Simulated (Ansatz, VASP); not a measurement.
**Sb in VASP and in Ansatz**

```
Sb
1.0
     3.13879    0.00000    0.00000
     0.00000    3.13879    0.00000
     0.00000    0.00000    3.13879
Sb
1
Direct
  0.00000 0.00000 0.00000
```

Change from the starting cell: volume scaled by 0.98.

Alike in both runs: task single point; functional PBEsol; k mesh 8 × 8 × 8; occupations fermi-dirac, width 0.05 eV; no spin polarisation.

|  | VASP | Ansatz |
| --- | --- | --- |
| version | VASP 6.6.1 | Ansatz 0.2.0 |
| potentials or method | VASP PAW PBE potentials, release 64 (Sb), cutoff 520 eV | all-electron LAPW, scalar-relativistic |

|  | VASP | Ansatz | Ansatz less VASP |
| --- | --- | --- | --- |
| gap on the k mesh at the Fermi level (eV) | none | none | - |
| pressure (GPa) | -3.7 | -3.8 | -0.04 |

A gap of «none» marks a metal or a gap that the smearing closes. Ansatz ran all-electron here, so the differences hold the error of VASP's frozen core and of both bases.

Caveats: the PAW data sets were made with another functional, which shifts forces and pressure a little (VASP). The runs have no spin-orbit coupling, so splittings on Sb are missing.
